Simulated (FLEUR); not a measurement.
# Sn: equation of state with PBE

The system is Sn.

```
Sn
1.0
    -1.72654    1.77555    2.33834
     1.72654   -1.77555    2.33834
     1.72654    1.77555   -2.33834
Sn
1
Direct
  0.00000 0.00000 0.00000
```

This isn't the form of Sn at room conditions, which is tetragonal (white tin).

```yaml
Program: FLEUR MaX-R8.1 (later development tree)
Task: equation of state
Functional: PBE
Potentials_or_basis: all-electron
Basis: FLAPW
Kmax: 4.1 1/bohr
k_mesh: 11 × 11 × 11
Occupations: fermi-dirac, width 0.05 eV
Spin: no spin polarisation
Gmax: 12.7 1/bohr
Muffin-tin_radii: Sn 2.66 bohr
lmax: Sn 11
Local_orbitals_a_species: Sn 5
```

```yaml
Equilibrium_volume: 28.05 Å³/atom
Bulk_modulus_at_fixed_shape_and_positions: 48 GPa
Pressure_derivative_of_the_bulk_modulus: 4.7
```

Energy against volume, from the lowest point:
| volume (Å³/atom) | energy (meV/atom) |
| --- | --- |
| 26.953 | 7.03 |
| 27.526 | 1.54 |
| 28.100 | 0.00 |
| 28.673 | 1.96 |
| 29.247 | 7.04 |
| 29.820 | 14.90 |
| 30.394 | 25.22 |

Caveat: the cell was scaled at fixed shape and fractional positions, which overstates the stiffness of a crystal with free parameters, most of all of layers and chains.
